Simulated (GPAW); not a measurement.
A run of GPAW 26.7.0:

The input run.py:

```python
from ase import Atoms
from ase.dft.bandgap import bandgap
from ase.io import write
from ase.units import GPa
from gpaw import GPAW, PW, setup_paths

setup_paths.insert(0, '.')

atoms = Atoms(['Fe', 'Fe', 'O', 'O'],
              cell=[[3.0458920022, 0.0, 0.0],
                    [0.0, 3.0458920022, 0.0],
                    [0.0, 0.0, 5.464211507]],
              scaled_positions=[[0.5, 0.0, 0.5],
                                [0.0, 0.5, 0.0],
                                [0.5, 0.5, 0.25],
                                [0.5, 0.5, 0.75]],
              pbc=True)
atoms.set_initial_magnetic_moments([3.0, 3.0, 0.0, 0.0])

calc = GPAW(mode=PW(800),
            xc='PBEsol',
            kpts={'size': (9, 9, 5), 'gamma': True},
            occupations={'name': 'fermi-dirac', 'width': 0.05},
            nbands=29,
            convergence={'density': 1e-05, 'energy': 1e-05},
            maxiter=150,
            txt='gpaw.txt')
atoms.calc = calc
energy = atoms.get_potential_energy()
forces = atoms.get_forces()
stress = atoms.get_stress()
calc.write('gs.gpw')
write('result.traj', atoms)
print(f'Energy: {energy:.6f} eV')
print('Forces (eV/A):')
print(forces.round(4))
print('Stress (GPa):', (stress / GPa).round(3))
print('Moments:', calc.get_magnetic_moments().round(3))
print('Fermi level:', round(calc.get_fermi_level(), 4), 'eV')
print(f'Gap: {bandgap(calc)[0]:.4f} eV, direct: {bandgap(calc, direct=True)[0]:.4f} eV')
```

Potentials or basis: PAW data sets generated in the run's folder for this functional, pw.

Run with:

```sh
$ gpaw-setup -f PBEsol Fe O
$ OMP_NUM_THREADS=1 python run.py
```

Hardware: 1 thread of Arm Neoverse V2 (shared host).

**Question.** Estimate the wall time of this run.

**Answer.** Wall time 6.3 min on 1 thread of Arm Neoverse V2, with other jobs on the host, peak memory 0.39 GiB. Counts: scf iterations 26, plane waves 2621, bands 29, k points 75.
